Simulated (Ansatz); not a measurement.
## AlGaN₂: the gap under strain, fitted and tested

Plane-wave DFT in Ansatz, r2SCAN, scalar-relativistic PAW potentials, cutoff 500 eV, no spin-orbit coupling; no spin polarisation. AlGaN₂ in space group P-4m2, a structure that wasn't matched to a measured phase. Strain along c alone; the other axes held, atoms relaxed (conventional cell); Kohn–Sham gaps sought over the whole zone.

| strain (%) | space group | gap (eV) |
| --- | --- | --- |
| -6.0 | P-4m2 | 3.899 |
| -4.0 | P-4m2 | ? |
| -2.0 | P-4m2 | 3.548 |
| +0.0 | P-4m2 | 3.369 |
| +2.0 | P-4m2 | 3.189 |
| +4.0 | P-4m2 | 3.007 |
| +6.0 | P-4m2 | 2.822 |

Fit the given gaps and predict the missing one.

Next to zero the slopes are -89 meV per % on the compressed side and -90 on the stretched side. No break shows at zero, so all given rows go into a parabola: E_g = 3.369 -0.0897 ε -0.00024 ε² eV (ε in %; scatter 0 meV). At -4.0 % this gives 3.724 eV; the run gave 3.727 eV, 3 meV away. The fit holds.

Cost: about 3.5 core-minutes for the runs cited, on Intel Xeon Platinum 8375C (Ice Lake) (shared hosts).